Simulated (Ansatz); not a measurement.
# C: a line through a two-coordinate scan

An exercise on one series of results from a longer session: the logs are not shown, and one member is left open.

Computed with Ansatz 0.2.0 (DFT PBE+D3(BJ), scalar-relativistic, plane waves, PAW, unless a step's input says otherwise).

40 further runs of the same task are left out: 40 set aside as unsound or not needed.

### Starting point

It takes space group Fmmm (No. 69, orthorhombic). The conventional cell has a = 2.466 Å, b = 4.268 Å, c = 6.796 Å, α = 90.00°, β = 90.00°, γ = 90.00°. C (site symmetry m2m) has 3 C at 1.42 Å as nearest neighbours.

Structure file:

```xyz
2
Lattice="0.0000 2.1341 3.3979 1.2328 0.0000 3.3979 1.2328 2.1341 0.0000" Properties=species:S:1:pos:R:3 pbc="T T T"
C     1.2328    0.7115    3.3979
C     1.2328    3.5567    3.3979
```

This cell was relaxed beforehand with the same method: volume 8.94 Å³/atom, gap on the mesh 0.07 eV.

### Plan of the line

Atoms count from 1 in the order of the input.

The energy is mapped over a free internal coordinate and the cell.

First coordinate, shift of C1 along [0 1 0], its symmetry partners moved as symmetry demands (measured in the relaxed cell): 9 values from −0.150 Å. Second coordinate, volume per atom at fixed shape: 9 values from 8.224 to 9.655 Å³.

Nothing else is relaxed (all other coordinates fixed). Energies count from the relaxed crystal. Points are written as (first, second).

The first run:

The input, input.yaml:

```yaml
crystal:
  lattice:
    - [0.0, 2.0755805716, 3.3047059672]
    - [1.1989765253, 0.0, 3.3047059672]
    - [1.1989765253, 2.0755805716, 0.0]
  atoms:
    - { symbol: C, position: [0.1315530015, 0.8684469985, 0.1315530015] }
    - { symbol: C, position: [0.8684469985, 0.1315530015, 0.8684469985] }
basis:
  ecutwfc: 520.0
kpoints:
  mp_grid: { grid: [16, 16, 16] }
hamiltonian:
  xc: pbe
  pseudopotentials: { kind: paw, azcp: { folder: soft_1 } }
  dispersion: d3bj
scf:
  occupations: { method: gaussian, width: 0.03 }
output:
  forces: true
  stress: true
  eigenvalues: true
  write_density: true
  write_potential: true
  elf: true
  volumetric_format: npy
```

Launch:

```console
ansatz run input.yaml --threads 1 --pin off --max-ram 2048MiB --backend cpu --events-out ev --progress --plain --runs-dir out
```

Among the steps run: Point (−0.150 Å, 8.224 Å³); The run at (−0.150 Å, 8.582 Å³); Point (−0.150 Å, 8.761 Å³); The run at (−0.150 Å, 8.939 Å³); Grid point (−0.150 Å, 9.118 Å³); The run at (−0.150 Å, 9.476 Å³); Point (−0.150 Å, 9.655 Å³).

One table of the session follows, with a row left open; its other results are not shown here.

```
volume per atom at fixed shape (Å³)  energy (meV/atom)  slope (meV/atom per Å³)  pressure (GPa)  largest force on an atom (eV/Å)
                              8.224               1886                     −575              92                             30.4
                              8.403               1789                     −509              82                             29.0
                              8.582               1703                     −448              72                             27.8
                              8.761               1628                     −392              63                             26.5
                              8.939                  ?                        ?               ?                                ?
                              9.118               1506                     −293              47                             24.3
                              9.297               1458                     −250              40                             23.2
                              9.476               1417                     −211              34                             22.2
                              9.655               1382                     −174              28                             21.3
```

**Question.** Estimate the row for volume per atom at fixed shape (Å³) = 8.939.

Worked estimate for «energy (meV/atom)». A straight line through the neighbours (8.761, 1628) and (9.118, 1506) gives 1628 + (1506 − 1628) × (8.939 − 8.761) / (9.118 − 8.761) = 1567; a parabola fitted to 4 rows on both sides gives 1563.

As computed: energy (meV/atom): 1563; slope (meV/atom per Å³): −340; pressure (GPa): 55; largest force on an atom (eV/Å): 25.4. In «energy (meV/atom)» the line misses by +4 and the parabola by +0.

Energies count from the relaxed crystal. Rows without a step come from runs not printed here or follow by symmetry. Slopes come from the forces (and the stress, where the cell changes), not from differences of energies.

Along this line the energy keeps falling to 9.655 Å³, the edge of the range. The highest point computed, at 8.224 Å³, lies 504 meV/atom above the lowest. Where forces pass 15 eV/Å atoms stand far too close, the PAW spheres overlap strongly and those numbers are rough.
